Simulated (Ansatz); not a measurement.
PbSe: stiffness from a series of strains

```xyz
2
Lattice="0.0000 3.0621 3.0621 3.0621 0.0000 3.0621 3.0621 3.0621 0.0000" Properties=species:S:1:pos:R:3 pbc="T T T"
Pb    0.0000    0.0000    0.0000
Se    3.0621    3.0621    3.0621
```

Atoms are numbered in the order listed.

The cell is COD entry 9008695, as deposited and not checked against the literature; nothing was relaxed.

No spin–orbit coupling, which matters for the heavy atoms here.

The calculation used DFT, PBE, all-electron LAPW, scalar-relativistic (Ansatz 0.2.0).

The runs use a Γ-centred 9×9×9 k mesh, Fermi–Dirac smearing of 0.01 eV, basis error target 0.25 meV/atom, no spin polarisation.

The strain is applied along the Cartesian axes of the cell as listed (the other components stay zero). Fractional coordinates are held (clamped ions).

σ is the change of stress from the unstrained cell, which is at 2.33 GPa; tension is positive, so slopes are stress–strain coefficients at that pressure.

Only quantities that a quadratic follows smoothly over the whole series are listed; rougher ones are left out.

```
    εzz  σzz (GPa)  σxx (GPa)
-0.0300      -5.12      -0.43
-0.0100      -1.51      -0.14
 0.0000       0.00       0.00
 0.0100       1.33       0.14
 0.0200       2.50       0.28
 0.0300       3.52       0.42
```

Q: Fit the series and read off the stiffness at zero strain.

A: Least-squares fits y = p0 + p1 x + p2 x² to the rows give σzz (GPa): p1 = 144, p2 = -890; σxx (GPa): p1 = 14.1, p2 = -6. So C11 = 144 GPa and C12 = 14 GPa, which gives B = (C11 + 2 C12)/3 = 57 GPa.

Q: One run, at εzz = -0.0200, is withheld. Predict its row.

A: The fits give -3.23, -0.29; the run gave -3.21, -0.28.
